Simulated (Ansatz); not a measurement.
AlN:

```xyz
2
Lattice="0.0000 2.1840 2.1840 2.1840 0.0000 2.1840 2.1840 2.1840 0.0000" Properties=species:S:1:pos:R:3 pbc="T T T"
Al    0.0000    0.0000    0.0000
N     1.0920    1.0920    1.0920
```

Measurements of this composition are mostly on another form, of space group No. 186.

| Quantity | Value |
| --- | --- |
| Program | Ansatz 0.2.0 |
| Task | single point |
| Functional | PBE |
| Potentials or basis | Ansatz PAW |
| Cutoff | 420 eV (not typed: the program's choice for these potentials) |
| k mesh | 10 × 10 × 10 |
| Occupations | fermi-dirac, width 0.05 eV |
| Spin | no spin polarisation |

On this cell: pressure 4.9 GPa; largest force zero by symmetry; band gap on the k mesh 3.33 eV, indirect (least direct gap 4.19 eV).

The same run follows on a disturbed copy (atoms moved at random, drawn with an rms of 0.05 Å):

```
Al N
1.0
     0.00000    2.18399    2.18399
     2.18399    0.00000    2.18399
     2.18399    2.18399    0.00000
Al N
1 1
Cartesian
  0.0116 0.0254 -0.0123
  1.0879 1.0695 1.1007
```

What changes?

The energy moves by +10.4 meV/atom; pressure 5.2 GPa; largest force 0.750 eV/Å; band gap on the k mesh 3.17 eV, indirect (least direct gap 4.03 eV).

Forces in eV/Å, atoms in the order of the input:
```
Al  -0.171 -0.681  0.265
N    0.171  0.681 -0.265
```

Stress tensor (GPa, compression positive):
```
 5.36 -1.29  3.33
-1.29  4.96  0.84
 3.33  0.84  5.32
```

A k mesh can miss the band edges.
